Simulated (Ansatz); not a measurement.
# P in place of Sb: GaSb and GaP

All numbers below come from DFT PBE, scalar-relativistic, plane waves, PAW (Ansatz 0.2.0). All cells share a 420 eV cutoff and Γ-centred k meshes spaced about 0.3 Å⁻¹ or finer (0.25 for metals, 2π included). No spin polarisation.

Energies over the elements count from the elements' standard structures at the same level, with no fitted energy shifts. The references include black phosphorus.

GaSb in the zinc blende type (F-43m (No. 216); COD) has a = 6.215 Å, 30.01 Å³/atom, shortest distance 2.69 Å (Ga–Sb), formation energy -0.17 eV/atom, no gap on its mesh:

```yaml
crystal:
  lattice:
    - [0.00000, 3.10771, 3.10771]
    - [3.10771, 0.00000, 3.10771]
    - [3.10771, 3.10771, 0.00000]
  atoms:
    - { symbol: Ga, position: [0.00000, 0.00000, 0.00000] }
    - { symbol: Sb, position: [0.25000, 0.25000, 0.25000] }
```

Task: P takes the place of Sb, and the cell is relaxed in the same type. What changes?

Result: GaP (COD) has a = 5.505 Å, 20.85 Å³/atom, shortest distance 2.38 Å (Ga–P), formation energy -0.43 eV/atom, a gap of 1.58 eV on its mesh. The volume per atom changes by -30.5 % and the formation energy by -0.27 eV/atom (from unrounded values). The gap opens. The covalent radius goes from 1.39 Å (Sb) to 1.07 Å (P), a change of -0.32 Å, and the shortest distance changes by -0.31 Å; the electronegativity goes from 2.05 to 2.19.

```cif
data_structure
_symmetry_space_group_name_H-M 'F-43m'
_symmetry_Int_Tables_number 216
_cell_length_a 5.5051
_cell_length_b 5.5051
_cell_length_c 5.5051
_cell_angle_alpha 90.000
_cell_angle_beta 90.000
_cell_angle_gamma 90.000
_cell_volume 166.84
loop_
_atom_site_label
_atom_site_type_symbol
_atom_site_symmetry_multiplicity
_atom_site_Wyckoff_symbol
_atom_site_fract_x
_atom_site_fract_y
_atom_site_fract_z
_atom_site_occupancy
Ga1 Ga 4 a 0.00000 0.00000 0.00000 1
P1 P 4 c 0.25000 0.25000 0.25000 1
```

These runs have no spin–orbit coupling, which can matter for Sb. Kohn–Sham gaps at this level usually fall short of measured ones. The zero gap of GaSb F-43m may come from the functional, which often closes small gaps. The reference form of P is held partly by dispersion forces, which this level lacks. Whether either cell is stable depends on other phases, which aren't compared here.
